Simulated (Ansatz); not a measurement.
Runs of Ansatz 0.2.0 on Tc. Symmetry: P6_3/mmc, No. 194, hexagonal system. The conventional cell has a = 2.739 Å, b = 2.739 Å, c = 8.770 Å, α = 90.00°, β = 90.00°, γ = 120.00°. Around Tc (site symmetry -6m2) lie 12 Tc at 2.70 to 2.74 Å. Tc (site symmetry -3m) is surrounded by 12 Tc at 2.70 to 2.74 Å. 

```csv
level,gap on the mesh (eV),pressure (GPa),relaxed volume (Å³/atom)
PBEsol+D3(BJ)-ATM,none,0.0,13.78
PBEsol,none,0.0,(a)
PBEsol+D4,none,0.0,13.86
PBEsol+D3(BJ),none,0.0,13.71
```

Alike in all rows: task relaxation of cell and atoms; potentials or basis Ansatz PAW earlier set; no spin polarisation; cell relaxed; k mesh 11 × 11 × 3; cutoff (eV) 500; smearing fermi-dirac 0.05 eV.

**Question.** Estimate the missing entries.

**Answer.** (a) 14.01.

Caveats: the plane-wave basis is chosen anew once the cell has moved, so the energies of steps on either side of that aren't comparable; the PAW data sets come from PBE, with cores solved anew for the run's functional, which leaves a small shift of forces and pressure; pairwise dispersion overbinds metals, which lowers pressure and volume (some runs).

A k mesh can miss the band edges, and the runs leave out spin-orbit coupling on Tc.

A gap of «none» marks a metal or a gap under the smearing width.
